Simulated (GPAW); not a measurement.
# CdS (Greenockite) (P6_3mc) in GPAW: settings compared, part 2 of 2

GPAW 26.7.0. Earlier steps stand in the parts before.

## 3. Band structure, LDA

run.py reads:

```python
from ase.dft.bandgap import bandgap
from ase.io import read, write
from ase.units import GPa
from gpaw import GPAW, PW, setup_paths

setup_paths.insert(0, '.')

atoms = read('CdS.cif')

calc = GPAW(mode=PW(600),
            xc='LDA',
            kpts={'size': (5, 5, 3), 'gamma': True},
            occupations={'name': 'fermi-dirac', 'width': 0.05},
            nbands=31,
            convergence={'density': 1e-05, 'energy': 1e-05},
            maxiter=150,
            txt='gpaw.txt')
atoms.calc = calc
energy = atoms.get_potential_energy()
forces = atoms.get_forces()
stress = atoms.get_stress()
calc.write('gs.gpw')
write('result.traj', atoms)
print(f'Energy: {energy:.6f} eV')
print('Forces (eV/A):')
print(forces.round(4))
print('Stress (GPa):', (stress / GPa).round(3))
print('Fermi level:', round(calc.get_fermi_level(), 4), 'eV')
print(f'Gap: {bandgap(calc)[0]:.4f} eV, direct: {bandgap(calc, direct=True)[0]:.4f} eV')

path = atoms.cell.bandpath('GMKGALHA,LM,KH', npoints=80, eps=1e-4)
bs_calc = calc.fixed_density(kpts=path, symmetry='off', nbands=51,
                             convergence={'bands': 'CBM+6.0', 'eigenstates': 1e-6}, txt='bands.txt')
bs = bs_calc.band_structure()
bs.write('bs.json')
print(f'Gap on the path: {bandgap(bs_calc)[0]:.4f} eV')
```

CdS.cif reads:

```cif
data_CdS
_cell_length_a 4.15000000
_cell_length_b 4.15000000
_cell_length_c 6.73700000
_cell_angle_alpha 90.00000000
_cell_angle_beta 90.00000000
_cell_angle_gamma 120.00000000
_space_group_name_H-M_alt 'P1'
_space_group_name_Hall 'P 1'
_space_group_IT_number 1
loop_
_space_group_symop_operation_xyz
'x,y,z'
loop_
_atom_site_label
_atom_site_type_symbol
_atom_site_symmetry_multiplicity
_atom_site_Wyckoff_symbol
_atom_site_fract_x
_atom_site_fract_y
_atom_site_fract_z
_atom_site_occupancy
Cd1 Cd 1 a 0.6666666667 0.3333333333 0.5000000000 1
Cd2 Cd 1 a 0.3333333333 0.6666666667 0.0000000000 1
S1 S 1 a 0.6666666667 0.3333333333 0.8750000000 1
S2 S 1 a 0.3333333333 0.6666666667 0.3750000000 1
```

Potentials or basis: PAW data sets generated in the run's folder for this functional, pw.

Command:

```sh
gpaw-setup -f LDA Cd S
OMP_NUM_THREADS=1 python run.py
```

gpaw.txt:

```text
__  _  _
 | _ |_)|_||  |
 |__||  | ||/\| - 26.7.0

Input parameters:
  mode=PW(ecut=600.0),
  convergence={'density': 1e-05, 'energy': 1e-05},
  kpts=MonkhorstPack(size=(5, 5, 3), gamma=True),
  maxiter=150,
  nbands=31,
  occupations=Occupations(name='fermi-dirac', width=0.05),
  xc=XC(name='LDA')

Diagonalizing LCAO Hamiltonian
Converting LCAO to pw mode

            S

            Cd
        S

        Cd

Atoms  # Å, Bohr magnetons
|   | symbol |         x |        y |        z |    initial magnetic moments |
|---|--------|-----------|----------|----------|-----------------------------|
| 0 |     Cd |  2.075000 | 1.198002 | 3.368500 | ( 0.0000,  0.0000,  0.0000) |
| 1 |     Cd | -0.000000 | 2.396004 | 0.000000 | ( 0.0000,  0.0000,  0.0000) |
| 2 |      S |  2.075000 | 1.198002 | 5.894875 | ( 0.0000,  0.0000,  0.0000) |
| 3 |      S | -0.000000 | 2.396004 | 2.526375 | ( 0.0000,  0.0000,  0.0000) |

Unit cell  # Å
| periodic |         x |        y |        z |  lengths |     angles |
|----------|-----------|----------|----------|----------|------------|
|      yes |  4.150000 | 0.000000 | 0.000000 | 4.150000 |  90.000000 |
|      yes | -2.075000 | 3.594005 | 0.000000 | 4.150000 |  90.000000 |
|      yes |  0.000000 | 0.000000 | 6.737000 | 6.737000 | 120.000000 |

Number of symmetries: 6
Symmetry operations  # r_c * U_cc + t_c -> r_c
|   | kind |            matrix            |
|---|------|------------------------------|
| 0 |  σ   |  1, 1, 0,  0,-1, 0,  0, 0, 1 |
| 1 |  E   |  1, 0, 0,  0, 1, 0,  0, 0, 1 |
| 2 |  C3  |  0, 1, 0, -1,-1, 0,  0, 0, 1 |
| 3 |  σ   |  0,-1, 0, -1, 0, 0,  0, 0, 1 |
| 4 |  σ   | -1, 0, 0,  1, 1, 0,  0, 0, 1 |
| 5 |  C3  | -1,-1, 0,  1, 0, 0,  0, 0, 1 |

BZ-sampling:
  Number of BZ points: 75
  Number of IBZ points: 12

  Monkhorst-Pack size: [5, 5, 3]
  Monkhorst-Pack shift: [0, 0, 0]

K-points  # in reciprocal-cell coordinates
|     |                                coordinates |     weight |
|-----|--------------------------------------------|------------|
|   0 | (  0.00000000,   0.00000000,   0.00000000) | 0.01333333 |
|   1 | (  0.00000000,   0.00000000,   0.33333333) | 0.02666667 |
|   2 | (  0.20000000,   0.00000000,  -0.33333333) | 0.08000000 |
|   3 | (  0.20000000,   0.00000000,   0.00000000) | 0.08000000 |
|   4 | (  0.20000000,   0.00000000,   0.33333333) | 0.08000000 |
|   5 | (  0.40000000,  -0.20000000,   0.00000000) | 0.08000000 |
|   6 | (  0.40000000,  -0.20000000,   0.33333333) | 0.16000000 |
|   7 | (  0.40000000,   0.00000000,  -0.33333333) | 0.08000000 |
|   8 | (  0.40000000,   0.00000000,   0.00000000) | 0.08000000 |
|   9 | (  0.40000000,   0.00000000,   0.33333333) | 0.08000000 |
| ... |                                            |            |
|  11 | (  0.40000000,   0.40000000,   0.33333333) | 0.16000000 |

Plane wave coefficients: 3372
Cutoff: 600.0 eV

Spin-components: 1 (collinear spins)
Bands:           31
Projectors:      22
Spin-degeneracy: 2
Datatype:        complex128

Density:
  Valence electrons: 36.0
  Components: 1
  Grid points: [24 24 40]
  Charge: 0.0  # |e|

Potential:
  Grid points: [24 24 40]

species:
  Cd:
    name:    Cadmium
    Z:       48.0
    valence: 12
    core:    36
    charge:  0.0  # [|e|]
    compensation charges:
      type: gauss
      rc: 0.38  # [Å]
      lmax: 2
    cutoffs:
      filter: 2.12  # [Å]
      core: 2.62  # [Å]
    projectors
    | kind |    occ | energy [eV] | rcut [Å] |
    |------|--------|-------------|----------|
    |   5s |  2.000 |      -5.950 |    1.191 |
    |   5p |  0.000 |      -1.328 |    1.228 |
    |   4d | 10.000 |     -11.904 |    1.164 |
    |    s |        |      21.261 |    1.191 |
    |    p |        |      25.883 |    1.228 |
    |    d |        |      15.307 |    1.164 |

    Using partial waves for Cd as LCAO basis

  S:
    name:    Sulfur
    Z:       16.0
    valence: 6
    core:    10
    charge:  0.0  # [|e|]
    compensation charges:
      type: gauss
      rc: 0.24  # [Å]
      lmax: 2
    cutoffs:
      filter: 1.77  # [Å]
      core: 1.66  # [Å]
    projectors
    | kind |    occ | energy [eV] | rcut [Å] |
    |------|--------|-------------|----------|
    |   3s |  2.000 |     -17.278 |    0.974 |
    |   3p |  4.000 |      -7.106 |    0.979 |
    |    s |        |       9.933 |    0.974 |
    |    p |        |      20.105 |    0.979 |
    |    d |        |       0.000 |    0.900 |

    Using partial waves for S as LCAO basis

Reference energy: -325721.101191  # eV

eigensolver:
  PPCG
  Converge bands: occupied
  niter=2

density mixing:
  MSR1-Mixer
  Pratt-step length: 0.05
  Maximum mixing coefficient: 0.75
  Old densities: 10
  SVD Regularization: 0.005
  Good broyden scale: 1.0
  Trust region scale: 1.0
  Backstep threshold: 4.0
  History deletion threshold: 6.0
  Fourier metric: weight=20.0, sigma=0.015

occupation numbers:
  Fermi-Dirac:
    width: 0.0500  # eV

poisson solver:
  ecut: 4800.0  # eV

xc functional:
  name: None

convergence criteria:
[... 6 lines left out ...]
|iter     | |      energy | eigst |  dens |
|---------|-|-------------|-------|-------|
|iter:   1| |  -16.155330 | -0.35 |       |
|iter:   2| |  -15.949771 | -2.06 | -1.15 |
|iter:   3| |  -15.212599 | -1.42 | -1.19 |
|iter:   4| |  -15.196547 | -3.32 | -1.73 |
|iter:   5| |  -15.193374 | -3.66 | -2.19 |
|iter:   6| |  -15.193355 | -5.17 | -2.89 |
|iter:   7| |  -15.193359c| -6.49 | -3.54 |
|iter:   8| |  -15.193359c| -7.51c| -4.60 |
|iter:   9| |  -15.193359c| -7.70c| -4.76 |
|iter:  10| |  -15.193359c| -8.01c| -5.39c|

Converged in 10 steps
Energy contributions relative to reference atoms: (reference = -325721.101191)

Energy contributions:
  Kinetic:          27.010460
  Coulomb:         -24.766379
  Zero:              0.233932
  External:          0.000000
  Xc:              -17.671369
  Entropy:          -0.000006
  Spinorbit:         0.000000
  ----------------------------
  Free energy:     -15.193362
  Extrapolated:    -15.193359

dipole moment: (-0.000013, -0.000014, -19.108271)  # |e|*Ang

Fermi level: 3.662
Eigenvalues  # (at kpt = [0.000, 0.000, 0.000])
| band index |      eig [eV] | occ [0-2] |
|------------|---------------|-----------|
|          0 |        -9.123 |     2.000 |
|        ... |               |           |
|         10 |        -3.960 |     2.000 |
|         11 |        -3.625 |     2.000 |
|         12 |        -1.273 |     2.000 |
|         13 |         2.411 |     2.000 |
|         14 |         2.411 |     2.000 |
|         15 |         3.145 |     2.000 |
[... 8 lines left out ...]
|         24 |        10.552 |     0.000 |
|         25 |        10.592 |     0.000 |
|        ... |               |           |
|         30 |        14.572 |     0.000 |

Gap: 0.891 eV
Transition (v -> c):
  (s=0, k=0, n=17, [0.00, 0.00, 0.00]) -> (s=0, k=0, n=18, [0.00, 0.00, 0.00])
No difference between direct/indirect transitions

Forces  # eV/Ang
|        x |       y |        z |
|----------|---------|----------|
|  0.00000 | 0.00000 | -0.05752 |  # Cd   0
|  0.00000 | 0.00000 | -0.05704 |  # Cd   1
| -0.00000 | 0.00000 |  0.05762 |  # S    2
|  0.00000 | 0.00000 |  0.05704 |  # S    3

Stress tensor  # eV/Ang^3
|         x |         y |         z |
|-----------|-----------|-----------|
|  0.021776 | -0.000000 |  0.000000 |
| -0.000000 |  0.021776 | -0.000000 |
|  0.000000 | -0.000000 |  0.018502 |

# Writing to gs.gpw (mode='')
```

stdout:

```text
Energy: -15.193359 eV
Forces (eV/A):
[[ 0.      0.     -0.0575]
 [ 0.      0.     -0.057 ]
 [-0.      0.      0.0576]
 [ 0.      0.      0.057 ]]
Stress (GPa): [ 3.489  3.489  2.964 -0.     0.    -0.   ]
Fermi level: 3.6617 eV
Gap: 0.8906 eV, direct: 0.8906 eV
Gap on the path: 0.8906 eV
```

It took 2.8 min on 1 thread of Arm Neoverse V1, shared host; peak memory 0.5 GiB.

What came out:

```yaml
Free_energy: -15.1934 eV
Pressure: -3.3 GPa
Largest_force: 0.058 eV/Å
Band_gap_on_the_k_mesh: 0.89 eV, direct
Band_gap_along_the_path: 0.89 eV, direct
```

Forces on the atoms (eV/Å):
```
Cd   0.000  0.000 -0.058
Cd   0.000  0.000 -0.057
S    0.000  0.000  0.058
S    0.000  0.000  0.057
```

Stress tensor (GPa, compression positive):
```
-3.49  0.00  0.00
 0.00 -3.49  0.00
 0.00  0.00 -2.96
```

Levels at the corners of the path, in eV from the valence-band top:
```csv
point,band 15,band 16,band 17,band 18,band 19,band 20,band 21,band 22
Γ,-0.78,-0.05,0.00,0.00,0.89,2.52,6.23,6.23
M,-2.71,-1.91,-1.34,-0.75,3.47,3.64,4.89,6.14
K,-3.15,-1.89,-1.89,-1.65,4.40,4.88,4.88,6.88
Γ,-0.78,-0.05,0.00,0.00,0.89,2.52,6.23,6.23
A,-0.41,-0.41,-0.41,-0.41,2.58,2.58,5.93,5.93
L,-1.36,-1.36,-1.36,-1.36,3.22,3.22,5.18,5.18
H,-2.46,-2.46,-1.14,-1.14,4.15,4.15,5.85,5.85
A,-0.41,-0.41,-0.41,-0.41,2.58,2.58,5.93,5.93
L,-1.36,-1.36,-1.36,-1.36,3.22,3.22,5.18,5.18
M,-2.71,-1.91,-1.34,-0.75,3.47,3.64,4.89,6.14
K,-3.15,-1.89,-1.89,-1.65,4.40,4.88,4.88,6.88
H,-2.46,-2.46,-1.14,-1.14,4.15,4.15,5.85,5.85
```

## 4. Against experiment

Step 3. Against the measured gap of CdS, 2.5809 eV (quoted in “Isotope dependence of band-gap energy”, 2008, arxiv:0807.2152), the calculated 0.89 eV is off by -1.69 eV. So large a miss can be the level of theory's own, or it may mean another phase, state or a wrong row. Spin-orbit coupling on Cd is left out. The value is that of LDA, without temperature or zero-point motion. Semilocal functionals fall short of measured gaps as a rule.
